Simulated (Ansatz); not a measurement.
# TiO2: a film clamped to a substrate

Level of theory: DFT PBE+U, scalar-relativistic, plane waves, PAW (Ansatz 0.2.0). Cutoff 420 eV, Γ-centred 6×6×10 k-points, Gaussian smearing of 0.05 eV. U_eff on d shells: Ti 4 eV. No spin polarisation. Energies are free energies at this smearing, counted from the undisturbed cell; pressure is positive in compression.

The undisturbed cell (relaxed at this level):

```
CELL_PARAMETERS angstrom
4.64038 0.00000 0.00000
0.00000 4.64038 0.00000
0.00000 0.00000 3.00638
ATOMIC_POSITIONS crystal
Ti 0.00000 0.00000 0.00000
Ti 0.50000 0.50000 0.50000
O 0.30565 0.30565 0.00000
O 0.19435 0.80565 0.50000
O 0.69435 0.69435 0.00000
O 0.80565 0.19435 0.50000
```

The cell (6 atoms, V0 = 64.74 Å³) is strained by p along both x and y and by q along z, fractional coordinates fixed. τp = (1/V0) ∂E/∂p = (σxx + σyy)(1 + p)(1 + q) and τq = (1/V0) ∂E/∂q = σzz(1 + p)², with tension positive.

| p | q | ΔE (meV/atom) | τp (GPa) | τq (GPa) |
| --- | --- | --- | --- | --- |
| 0.000 | 0.000 | 0.00 | 0.00 | 0.03 |
| -0.040 | 0.000 | 54.15 | -42.33 | -14.24 |
| 0.040 | 0.000 | 44.27 | 31.29 | 11.07 |
| 0.000 | -0.040 | 27.88 | -13.52 | -21.77 |
| 0.000 | 0.040 | 22.99 | 11.75 | 16.23 |

**Question.** Get the second derivatives of the energy density.

**Answer.** Central differences give A = ∂τp/∂p = 920 GPa (C11 + C22 + 2 C12), C = ∂τq/∂q = 475 GPa (C33) and the cross term B = ∂τq/∂p = 316 GPa (C13 + C23); ∂τp/∂q = 316 GPa must equal B, and any difference shows higher-order terms. Steps this large leave an error of some per cent of A or C in all of these, which can swamp a small B. The ions are clamped.

**Question.** A film of this crystal grows with z along the normal on a substrate that imposes p. How does its thickness respond, and what does the misfit cost?

**Answer.** Count p and q from the stress-free cell. A free surface needs τq = 0, so q = −(B/C) p = -0.67 p. The energy density left is (A − B²/C) p²/2 = M p², with the biaxial modulus M = 355 GPa; a misfit of 1 % costs 2.39 meV/atom, against 3.10 meV/atom if the thickness were held.

At p = 0.080 the energies along q are 162.6 (q = -0.080), 132.9 (q = -0.040), 161.2 (q = 0.000), 232.4 (q = 0.040), 334.9 (q = 0.080) meV/atom.

**Question.** Does the linear rule hold at this misfit?

**Answer.** A parabola through the lowest point and its neighbours has its minimum at q = -0.040, 132.9 meV/atom. With the stress left in the starting cell, τp0 and τq0, linear elasticity gives q = −(τq0 + Bp)/C = -0.053 and E = V0(τp0 p + τq0 q + Ap²/2 + Bpq + Cq²/2)/N = 152.8 meV/atom. The energies differ by more than a tenth, so the quadratic law fails here: the gap holds the anharmonic part, with some error from the wide steps. Cubic terms also shift the vertex of so wide a parabola.

Forces appear on the atoms along this scan, and letting them relax would lower the energy and soften the response.

Letting the film change thickness recovers only part of the misfit energy, lowering the cost at 1 % from 3.10 to 2.39 meV/atom. The rutile geometry explains this. Four of the six Ti–O bonds around each Ti are inclined to the film plane, so contraction along z offsets their in-plane stretching. The other two lie in the plane, and with fractional coordinates fixed they stay stretched whatever the thickness.

Along both strain directions compression costs more than equal tension, as expected when short-range repulsion between closed shells rises steeply while the Ti–O attraction weakens on stretching. The same softening accounts for the energy at p = 0.080, where the scan gives 132.9 meV/atom against the harmonic 152.8. A film under large compressive misfit would probably err the other way and cost more than the quadratic law predicts.

Equal strain along x and y fixes only the sum of C11 and C12, so the results say nothing about resistance to unequal in-plane strain, which in rutile couples to rotation of the octahedra.
